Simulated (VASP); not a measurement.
# Te (R-3m) in VASP: settings compared, part 2 of 2

VASP 6.6.1. The steps go on from the part before.

## (4) Band structure, TPSS

The input, INCAR:

```
PREC = Accurate
ENCUT = 520
EDIFF = 1E-6
ISMEAR = -1
SIGMA = 0.05
LREAL = False
LASPH = True
NELM = 60
ALGO = Normal
ISIF = 2
LWAVE = False
LCHARG = False
METAGGA = TPSS
LMIXTAU = True
```

The input, KPOINTS:

```
regular mesh
0
Gamma
  9 9 9
```

The input, POSCAR:

```
Te
1.0
    2.3059043427      1.3313144930      1.6909537039
   -2.3059043427      1.3313144930      1.6909537039
    0.0000000000     -2.6626289860      1.6909537039
Te
1
Direct
    0.5000000000      0.5000000000      0.5000000000
```

The input, KPOINTS_OPT:

```
path GPZQGFP1Q1LZ
20
line-mode
reciprocal
 0.0000000000  0.0000000000  0.0000000000  G
 0.4677709699 -0.5322290301  0.4677709699  P

 0.4677709699 -0.5322290301  0.4677709699  P
 0.5000000000 -0.5000000000  0.5000000000  Z

 0.5000000000 -0.5000000000  0.5000000000  Z
 0.4355419398  0.4355419398  0.4355419398  Q

 0.4355419398  0.4355419398  0.4355419398  Q
 0.0000000000  0.0000000000  0.0000000000  G

 0.0000000000  0.0000000000  0.0000000000  G
 0.5000000000 -0.5000000000  0.0000000000  F

 0.5000000000 -0.5000000000  0.0000000000  F
 0.5322290301 -0.4677709699 -0.4677709699  P1

 0.5322290301 -0.4677709699 -0.4677709699  P1
 0.5644580602 -0.4355419398 -0.4355419398  Q1

 0.5644580602 -0.4355419398 -0.4355419398  Q1
 0.5000000000  0.0000000000  0.0000000000  L

 0.5000000000  0.0000000000  0.0000000000  L
 0.5000000000 -0.5000000000  0.5000000000  Z
```

Potentials or basis: VASP PAW PBE potentials, release 64 (Te).

On the command line:

```sh
> cat potpaw_PBE.64/Te/POTCAR > POTCAR
> mpirun -np 1 vasp_std > vasp.out
```

OUTCAR:

```text
PREC = Accurate
   ENCUT = 520
   EDIFF = 1E-6
   ISMEAR = -1
   LREAL = False
   LASPH = True
   NELM = 60
   ISIF = 2
   METAGGA = TPSS

 ion  position               nearest neighbor table
   1  0.500  0.500  0.500-

  LATTYP: Found a trigonal (rhomboedric) cell.
 ALAT       =     3.1541904739
 COS(alpha) =    -0.0688991668

  Lattice vectors:

 A1 = (   2.3059043427,   1.3313144930,   1.6909537039)
 A2 = (  -2.3059043427,   1.3313144930,   1.6909537039)
 A3 = (   0.0000000000,  -2.6626289860,   1.6909537039)

Analysis of symmetry for initial positions (statically):
=====================================================================
 Subroutine PRICEL returns:
 Original cell was already a primitive cell.

 Routine SETGRP: Setting up the symmetry group for a
 trigonal (rhombohedral) supercell.

 Subroutine GETGRP returns: Found 12 space group operations
 (whereof 12 operations were pure point group operations)
 out of a pool of 12 trial point group operations.

The static configuration has the point symmetry D_3d.

Analysis of symmetry for dynamics (positions and initial velocities):
=====================================================================
 Subroutine PRICEL returns:
 Original cell was already a primitive cell.

 Routine SETGRP: Setting up the symmetry group for a
 trigonal (rhombohedral) supercell.

 Subroutine GETGRP returns: Found 12 space group operations
 (whereof 12 operations were pure point group operations)
 out of a pool of 12 trial point group operations.

The dynamic configuration has the point symmetry D_3d.

 Subroutine INISYM returns: Found 12 space group operations
 (whereof 12 operations are pure point group operations),
 and found     1 'primitive' translations

----------------------------------------------------------------------------------------

                                     Primitive cell

  volume of cell :      31.1462

  direct lattice vectors                    reciprocal lattice vectors
     2.305904343  1.331314493  1.690953704     0.216834667  0.125189553  0.197127415
    -2.305904343  1.331314493  1.690953704    -0.216834667  0.125189553  0.197127415
     0.000000000 -2.662628986  1.690953704     0.000000000 -0.250379107  0.197127415

  length of vectors
     3.154190474  3.154190474  3.154190474     0.318667405  0.318667405  0.318667405

  position of ions in fractional coordinates (direct lattice)
     0.500000000  0.500000000  0.500000000

  ion indices of the primitive-cell ions
   primitive index   ion index
                 1           1

----------------------------------------------------------------------------------------

 KPOINTS: regular mesh

Automatic generation of k-mesh.
 Grid dimensions read from file:
 generate k-points for:    9    9    9

 Generating k-lattice:

  Cartesian coordinates                     Fractional coordinates (reciprocal lattice)
     0.024092741  0.013909950  0.021903046     0.111111111  0.000000000  0.000000000
    -0.024092741  0.013909950  0.021903046     0.000000000  0.111111111  0.000000000
     0.000000000 -0.027819901  0.021903046     0.000000000  0.000000000  0.111111111

  Length of vectors
     0.035407489  0.035407489  0.035407489

  Shift w.r.t. Gamma in fractional coordinates (k-lattice)
     0.000000000  0.000000000  0.000000000

 Subroutine IBZKPT returns following result:
 ===========================================

 Found     85 irreducible k-points:

 Following reciprocal coordinates:
            Coordinates               Weight
  0.000000  0.000000  0.000000      1.000000
  0.111111  0.000000  0.000000      6.000000
  0.222222  0.000000  0.000000      6.000000
  0.333333  0.000000  0.000000      6.000000
  0.444444  0.000000  0.000000      6.000000
  0.111111  0.111111  0.000000      6.000000
[... 16 lines left out ...]
 -0.333333  0.333333  0.000000      6.000000
  0.444444  0.444444  0.000000      6.000000
 [... further k-points ...]
   k-points           NKPTS =     85   k-points in BZ     NKDIM =     85   number of bands    NBANDS=      7
   number of dos      NEDOS =    301   number of ions     NIONS =      1
   total plane-waves  NPLWV =  13824
   dimension x,y,z NGX =    24 NGY =   24 NGZ =   24
   dimension x,y,z NGXF=    48 NGYF=   48 NGZF=   48
   ions per type =               1
   NGX,Y,Z   is equivalent  to a cutoff of  12.65, 12.65, 12.65 a.u.
   NGXF,Y,Z  is equivalent  to a cutoff of  25.30, 25.30, 25.30 a.u.
 SYSTEM =  unknown system
   PREC   = accura    normal or accurate (medium, high low for compatibility)
   ISTART =      0    job   : 0-new  1-cont  2-samecut
   ICHARG =      2    charge: 1-file 2-atom 10-const
   ISPIN  =      1    spin polarized calculation?
   LNONCOLLINEAR =      F non collinear calculations
   LSORBIT =      F    spin-orbit coupling
   LASPH  =      T    aspherical Exc in radial PAW
   ENCUT  =  520.0 eV  38.22 Ry    6.18 a.u.   5.86  5.86  5.86*2*pi/ulx,y,z
   NELM   =     60;   NELMIN=  2; NELMDL= -5     # of ELM steps
   EDIFF  = 0.1E-05   stopping-criterion for ELM
   LREAL  =      F    real-space projection
   EDIFFG = 0.1E-04   stopping-criterion for IOM
   NSW    =      0    number of steps for IOM
   IBRION =     -1    ionic relax: 0-MD 1-quasi-New 2-CG
   NFREE  =      0    steps in history (QN), initial steepest desc. (CG)
   ISIF   =      2    stress and relaxation
   ISYM   =      2    0-nonsym 1-usesym 2-fastsym
   POTIM  = 0.5000    time-step for ionic-motion
   TEBEG  =    0.0;   TEEND  =   0.0 temperature during run
   PSTRESS=    0.0 pullay stress
   NELECT =       6.0000    total number of electrons
   NUPDOWN=      -1.0000    fix difference up-down
   EMIN   =  10.00;   EMAX   =-10.00  energy-range for DOS
   EFERMI =   0.00;   METHOD = LEGACY
   ISMEAR =    -1;   SIGMA  =   0.05  broadening in eV -4-tet -1-fermi 0-gaus
   EFERMI_NEDOS =   21; number of points for ismear=-14 and -15
   IALGO  =     38    algorithm
   IMIX   =      4    mixing-type and parameters
     AMIX     =   0.40;   BMIX     =  1.00
     AMIX_MAG =   1.60;   BMIX_MAG =  1.00
  volume/ion in A,a.u.               =      31.15       210.18
  Fermi-wavevector in a.u.,A,eV,Ry     =   0.945490  1.786717 12.162947  0.893951
  Thomas-Fermi vector in A             =   2.073397
   LORBIT       =      0    0 simple, 1 ext, 2 COOP (PROOUT), +10 PAW based schemes
   METAGGA = TPSS    functional components
   LHFCALC =     F    Hartree Fock is set to
   AEXX    =    0.0000 exact exchange contribution
   IVDW    =     0    specifies the selected vdW correction
   LEPSILON=     F    determine dielectric tensor
   LRPA    =     F    only Hartree local field effects (RPA)
 non-spin polarized calculation
  energy-cutoff  :      520.00
  volume of cell :       31.15
 maximum number of plane-waves:       858
   NGX = 11   NGY = 11   NGZ = 11

 number of electron       5.9999999 magnetization

 Free energy of the ion-electron system (eV)
  ---------------------------------------------------
  ext. energy  EPLUGINS =         0.00000000
  ---------------------------------------------------
  free energy    TOTEN  =       -11.01472115 eV

  energy without entropy =      -11.00938714  energy(sigma->0) =      -11.01205414

 E-fermi :   7.0633     XC(G=0):  -9.7256

 val. band max:        7.0607156787   @ k =   0.2222   0.1111   0.0000
 cond. band min:       7.0750791247   @ k =  -0.3333   0.4444   0.2222
 fundamental gap:      0.0143634460
 Fermi energy:         7.0633457062

 k-point     1 :       0.0000    0.0000    0.0000
  band No.  band energies     occupation
      1      -7.0756      2.00000
      2       7.9945      0.00000
      3       8.4862      0.00000
      4       8.4862      0.00000
      5      13.3317      0.00000
      6      13.3317      0.00000
      7      13.7567      0.00000
[... 221 lines left out ...]
 k-point    24 :       0.4444    0.4444    0.0000
  band No.  band energies     occupation
      1      -3.3961      2.00000
      2       2.1174      2.00000
      3       2.7750      2.00000
      4       9.3843      0.00000
      5      10.9478      0.00000
      6      17.6264      0.00000
      7      19.3694      0.00000

 [... further k-points ...]

------------------------ aborting loop because EDIFF is reached ----------------------------------------

  FORCE on cell =-STRESS in cart. coord.  units (eV):
  Direction    XX          YY          ZZ          XY          YZ          ZX
  --------------------------------------------------------------------------------------
  -------------------------------------------------------------------------------------
  Total        0.5049452      0.5049452      0.3623456      0.0000000      0.0000000      0.0000000
  in kB       25.9746643     25.9746643     18.6392604      0.0000000      0.0000000      0.0000000
  external PRESSURE =      23.5295296 kB  Pullay stress =       0.0000000 kB

 VOLUME and BASIS-vectors are now :
 -----------------------------------------------------------------------------
  energy-cutoff  :      520.00
  volume of cell :       31.15
      direct lattice vectors                 reciprocal lattice vectors
     2.305904343  1.331314493  1.690953704     0.216834667  0.125189553  0.197127415
    -2.305904343  1.331314493  1.690953704    -0.216834667  0.125189553  0.197127415
     0.000000000 -2.662628986  1.690953704     0.000000000 -0.250379107  0.197127415

 POSITION                                       TOTAL-FORCE (eV/Angst)
 -----------------------------------------------------------------------------------
      0.00000      0.00000      2.53643         0.000000      0.000000      0.000000
 -----------------------------------------------------------------------------------
    total drift:                                0.000000      0.000000     -0.000000

  FREE ENERGIE OF THE ION-ELECTRON SYSTEM (eV)
  ---------------------------------------------------
  free  energy   TOTEN  =       -11.0147211470 eV

  energy  without entropy=      -11.0093871404  energy(sigma->0) =      -11.01205414
```

Run time: 1.7 min. Hardware: 1 thread of AMD EPYC 9R14 (Zen 4), shared host; peak memory 0.14 GiB.

Results:

| Quantity | Value |
| --- | --- |
| Free energy | -11.0147 eV |
| Pressure | 2.4 GPa |
| Band gap along the path | none (metal or under the smearing width) |

Stress tensor (GPa, compression positive):
```
2.60 0.00 0.00
0.00 2.60 0.00
0.00 0.00 1.86
```

Levels at the corners of the path, in eV from the Fermi level:
| point | band 1 | band 2 | band 3 | band 4 | band 5 | band 6 | band 7 |
| --- | --- | --- | --- | --- | --- | --- | --- |
| Γ | -14.14 | 0.93 | 1.42 | 1.42 | 6.27 | 6.27 | 6.69 |
| P | -8.35 | -3.45 | -3.45 | -2.50 | 4.04 | 4.04 | 5.08 |
| P | -8.35 | -3.45 | -3.45 | -2.50 | 4.04 | 4.04 | 5.08 |
| Z | -8.27 | -3.46 | -3.46 | -2.51 | 3.94 | 3.94 | 5.44 |
| Z | -8.27 | -3.46 | -3.46 | -2.51 | 3.94 | 3.94 | 5.44 |
| Q | -8.61 | -3.43 | -3.43 | -2.48 | 4.33 | 4.33 | 4.66 |
| Q | -8.61 | -3.43 | -3.43 | -2.48 | 4.33 | 4.33 | 4.66 |
| Γ | -14.14 | 0.93 | 1.42 | 1.42 | 6.27 | 6.27 | 6.69 |
| Γ | -14.14 | 0.93 | 1.42 | 1.42 | 6.27 | 6.27 | 6.69 |
| F | -10.29 | -5.05 | -4.32 | 1.89 | 3.99 | 10.83 | 12.38 |
| F | -10.29 | -5.05 | -4.32 | 1.89 | 3.99 | 10.83 | 12.37 |
| P1 | -8.35 | -3.45 | -3.45 | -2.50 | 4.04 | 4.04 | 5.08 |
| P1 | -8.35 | -3.45 | -3.45 | -2.50 | 4.04 | 4.04 | 5.08 |
| Q1 | -8.61 | -3.43 | -3.43 | -2.48 | 4.33 | 4.33 | 4.66 |
| Q1 | -8.61 | -3.43 | -3.43 | -2.48 | 4.33 | 4.33 | 4.66 |
| L | -12.22 | -6.42 | 2.46 | 2.81 | 7.95 | 9.23 | 9.93 |
| L | -12.22 | -6.42 | 2.46 | 2.81 | 7.95 | 9.23 | 9.93 |
| Z | -8.27 | -3.46 | -3.46 | -2.51 | 3.94 | 3.94 | 5.44 |

Caveat: the PAW data sets were made with another functional, which shifts forces and pressure a little; spin-orbit coupling is left out, which moves the levels of the heavy elements.

## (5) The runs side by side

```csv
level,potentials or basis,cutoff (eV),further INCAR settings,pressure (GPa)
PBE,"VASP PAW PBE potentials, release 54 (Te)",520,ALGO = Fast; EDIFF = 1e-06,-
PBE,"VASP PAW PBE potentials, release 54 (Te)",500,ALGO = Normal; EDIFF = 1e-06,2.6
TPSS,"VASP PAW PBE potentials, release 64 (Te)",520,ALGO = Normal; EDIFF = 1e-06,2.4
```

Alike in all rows: task band structure; no spin polarisation; cell as given; k mesh 9 × 9 × 9; smearing fermi-dirac 0.05 eV.

Caveats: spin-orbit coupling is left out, which moves the levels of the heavy elements; the PAW data sets were made with another functional, which shifts forces and pressure a little (some runs).

Total energies depend on the potentials used, so only differences within one code and one set of settings carry meaning.
